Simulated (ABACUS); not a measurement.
Runs of ABACUS 3.10.1 on Be. It takes space group P6_3/mmc (No. 194, hexagonal). The conventional cell has a = 2.285 Å, b = 2.285 Å, c = 3.584 Å, α = 90.00°, β = 90.00°, γ = 120.00°. Be (site symmetry -6m2) has 12 Be at 2.23 to 2.29 Å as nearest neighbours. 

| task | level | potentials or basis | k mesh | cutoff (eV) | orbital files | path | points for each segment of the path | SCF threshold on the density | eigensolver | gap on the mesh (eV) | pressure (GPa) | V0 of scaled cells (Å³/atom) | B0 (GPa) |
| --- | --- | --- | --- | --- | --- | --- | --- | --- | --- | --- | --- | --- | --- |
| single point | r2SCAN | SG15 ONCV 1.2 PBE, DZP LCAO (the cutoffs set its grid) | 10 × 10 × 6 | 1361 | Be Be_confined-atom_7au_3s1p.orb | - | - | 1e-07 | genelpa | none | -3.5 | - | - |
| single point | PBE | PseudoDojo NC SR 0.4.1 PBE standard, plane waves | 13 × 13 × 8 | 1211 | - | - | - | 1e-08 | dav | none | -2.0 | - | - |
| equation of state | r2SCAN | SG15 ONCV 1.2 PBE, DZP LCAO (the cutoffs set its grid) | 10 × 10 × 6 | 1361 | Be Be_confined-atom_7au_3s1p.orb | - | - | 1e-07 | genelpa | - | - | (a) | 139 |
| equation of state | SOGGA | PseudoDojo NC SR 0.4.1 PBE standard, plane waves | 10 × 10 × 6 | 1211 | - | - | - | 1e-08 | dav | - | - | (b) | 124 |

Alike in all rows: no spin polarisation; cell as given; smearing fermi-dirac 0.05 eV.

Q: Estimate the missing entries.

A: (a) 7.89; (b) 7.94.

Caveats: the potentials were made for another functional, which shifts forces and pressure (some runs); the atomic orbitals were generated for these runs and aren't a published set (some runs); the basis of atomic orbitals isn't converged, which shifts pressures, moduli and gaps (some runs); the cell was scaled at fixed shape and fractional positions, which overstates the stiffness of a crystal with free parameters, most of all of layers and chains (some runs).

A k mesh can miss the band edges.

A gap of «none» marks a metal or a gap under the smearing width.

Not every run made on this cell is shown here.
